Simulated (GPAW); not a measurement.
Crystal: Y.

```
Y
1.0
     3.64740    0.00000    0.00000
    -1.82370    3.15874    0.00000
     0.00000    0.00000    5.73060
Y
2
Direct
  0.66667 0.33333 0.75000
  0.33333 0.66667 0.25000
```

```yaml
Program: GPAW 26.7.0
Task: relaxation of cell and atoms
Functional: PBE
Dispersion: D3
Potentials_or_basis: GPAW PAW data sets (gpaw-data 1.2.1)
Cutoff: 600 eV
Basis: pw
k_mesh: 6 × 6 × 4
Occupations: fermi-dirac, width 0.05 eV
Spin: no spin polarisation
```

At the start: pressure -1.7 GPa; volume 33.01 Å³/atom.

Where does the relaxation end?

Over 6 steps the energy falls by 8.7 meV/atom and the volume is 31.68 Å³/atom (-4.0 %); space group P6_3/mmc (No. 194, to 0.05 Å).

The path:
```csv
step,energy change (eV),largest force (eV/Å),pressure (GPa),volume (Å³)
1,0.0000,0.0000,-1.68,66.02
2,-0.0050,0.0001,-1.40,65.54
3,-0.0163,0.0000,0.11,63.12
4,-0.0165,0.0001,0.07,63.19
5,-0.0172,0.0000,-0.06,63.38
6,-0.0175,0.0000,-0.04,63.36
```

Final structure:
```
Y
1.0
     3.61840    0.00000    0.00000
    -1.80920    3.13362    0.00000
     0.00000    0.00000    5.58818
Y
2
Direct
  0.66667 0.33333 0.75000
  0.33333 0.66667 0.25000
```

Caveat: later steps reuse the first step's grids; pairwise dispersion overbinds metals, which lowers pressure and volume.
